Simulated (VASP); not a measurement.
Here is a VASP 6.6.1 calculation.

Contents of INCAR:

```
  ALGO = Normal
  EDIFF = 1E-6
  ENCUT = 520
  GGA = PE
  ISIF = 2
  ISMEAR = 0
  LASPH = True
  LCHARG = True
  LELF = True
  LREAL = False
  LVHAR = True
  LWAVE = False
  NBANDS = 11
  NELM = 80
  PREC = Accurate
  SIGMA = 0.15
```

Contents of KPOINTS:

```
k-points
0
Gamma
  12 12 12
```

Contents of POSCAR:

```
Ba
1.0
    0.0000000000      3.1723323880      3.1723323880
    3.1723323880      0.0000000000      3.1723323880
    3.1723323880      3.1723323880      0.0000000000
Ba
1
Direct
    0.0000000000      0.0000000000      0.0000000000
```

Potentials or basis: VASP PAW PBE potentials, release 64 (Ba_sv).

Command:

```bash
$ cat potpaw_PBE.64/Ba_sv/POTCAR > POTCAR
$ mpirun -np 1 vasp_std > vasp.out
```

Problem. Estimate the pressure.

Solution. 0.1 GPa.

Problem. Estimate the band gap on the k mesh.

Solution. None (metal or under the smearing width).

Spin-orbit coupling is left out, which matters for the levels of Ba.
